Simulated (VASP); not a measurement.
Write the native input for VASP 6.6.1 that does the following.

```
Task                   : single point
Functional             : PBE
Potentials or basis    : VASP PAW PBE potentials, release 64 (O, H, N)
Cutoff                 : 520 eV
k mesh                 : 1 × 1 × 1
Occupations            : fermi-dirac, width 0.05 eV
Spin                   : no spin polarisation
Dipole correction      : no
Further INCAR settings : LREAL = Auto; ALGO = Normal; EDIFF = 1e-06; NBANDS = 56
```

The structure of H19NO8 lies in POSCAR:

```
H19NO8
1.0
    6.5343350000      0.0000000000      0.0000000000
    0.0000000000      6.5343350000      0.0000000000
    0.0000000000      0.0000000000      6.5343350000
O H N
8 19 1
Direct
   -0.0456817717      0.2334284973      1.2326273446
    0.6415802067      0.7876547499      0.7339078881
    0.9653468945      0.5437890772      0.5364279609
    0.3462632387      0.6426820786      0.4424933830
    0.7475282489      0.8757279815      0.1176248233
    0.5285618200      0.3996734174      0.1481711605
    0.4725346956      0.2151098773      0.7100646049
    0.1585165132      1.0284137560      0.5169768615
    0.0049737272      0.3301483625      1.1176653783
   -0.1122225904      0.1162627873      1.1530171012
    0.6078659879      0.9294289319      0.6935212229
    0.7772481821      0.7590825998      0.6760137030
    1.1015351983      0.5983317354      0.4951842842
    0.9523233810      0.4264856332      0.4388357805
    0.4602610671      0.6638165934      0.5398560068
    0.3996887212      0.5495586008      0.3324439289
    0.6759830954      0.8077026966      0.2229148031
    0.6946843099      0.8374991487     -0.0123501473
    0.4903788985      0.2998927970      0.0505024612
    0.6648113389      0.3636483284      0.1886343446
    0.5115134134      0.3383817940      0.6523387613
    0.3394683621      0.1655562502      0.6486658551
    0.1069427876      1.1036165119      0.3961688527
    0.2146813716      0.9024483746      0.4580114120
    0.2425189403      0.5683363341      0.9772532323
    0.0341121170      0.5090188979      0.8304900193
    0.0117992114      0.6671222091      1.0246490270
    0.0872621315      0.5325714093      0.9806659744
```

The cell was built by a generator and needn't be a form met in nature.

These files were run (other wordings do the same):

INCAR

```
PREC     = Accurate       # precision mode
ENCUT    = 520            # plane-wave cutoff, eV
EDIFF    = 1E-6           # SCF threshold, eV
ISMEAR   = -1             # smearing method
SIGMA    = 0.05           # smearing width, eV
LREAL    = Auto         
LASPH    = T              # aspherical terms in the spheres
NELM     = 100            # most SCF steps
ALGO     = Normal         # electronic algorithm
ISIF     = 2              # what is computed and relaxed
LWAVE    = F              # write WAVECAR
LCHARG   = F              # write CHGCAR
GGA      = PE             # functional
NBANDS   = 56             # bands
```

KPOINTS

```
regular mesh
0
Gamma
  1 1 1
```

Potentials or basis: VASP PAW PBE potentials, release 64 (O, H, N).

Run with:

```bash
$ cat potpaw_PBE.64/O/POTCAR potpaw_PBE.64/H/POTCAR potpaw_PBE.64/N/POTCAR > POTCAR
$ mpirun -np 1 vasp_gam > vasp.out
```

Results of the run:

* Pressure: 0.9 GPa
* Largest force: 3.321 eV/Å
* Band gap on the k mesh: 4.38 eV, direct

It took 25 s on 1 thread of Intel(R) Xeon(R) Platinum 8488C (Sapphire Rapids), on a shared host, peak memory 0.32 GiB.
